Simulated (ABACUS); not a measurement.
MnO, 2 atoms in the cell. It takes space group Fm-3m (No. 225, cubic). Conventional cell: a = 4.448 Å, b = 4.448 Å, c = 4.448 Å, α = 90.00°, β = 90.00°, γ = 90.00°. Mn (site symmetry m-3m) has 6 O at 2.22 Å as nearest neighbours. Around O (site symmetry m-3m) lie 6 Mn at 2.22 Å. The cell is a database's computed one.

| Item | Value |
| --- | --- |
| Program | ABACUS 3.10.1 |
| Task | single point |
| Functional | SCAN |
| Potentials or basis | SG15 ONCV 1.2 PBE |
| Cutoff | 1361 eV |
| Density cutoff | 5442 eV |
| Basis | DZP LCAO (the cutoffs set its grid) |
| k mesh | 7 × 7 × 7 |
| Occupations | fermi-dirac, width 0.05 eV |
| Spin | collinear spin, ferromagnetic start |
| Starting moments | [4.0, 0.0] μB |
| Radial cutoff of the potentials (pseudo_rcut) | 7 bohr |
| Orbital files | Mn Mn_confined-atom_7au_3s2p2d1f.orb, O O_confined-atom_6au_2s2p1d.orb |
| SCF threshold on the density | 1e-07 |
| Max SCF steps | 100 |
| Eigensolver | genelpa |
| Mixing | broyden |
| Mixing share | 0.4 |
| Symmetry key | 1 |

Potentials or basis: SG15 ONCV 1.2 PBE, DZP LCAO (the cutoffs set its grid).

The run is started by

```sh
$ OMP_NUM_THREADS=1 python run_abacus.py > log
```

Hardware: 4 MPI ranks on AMD EPYC 7R43 64-Core Processor (Zen 3), with other jobs on the host.

Question: Estimate the wall time of this run.

Answer: It took 54 s on 4 MPI ranks on AMD EPYC 7R43 64-Core Processor (Zen 3) (shared host), peak memory 0.48 GiB a rank. Counts: scf iterations 15, k points 20, bands 23, basis 39, ranks 4.
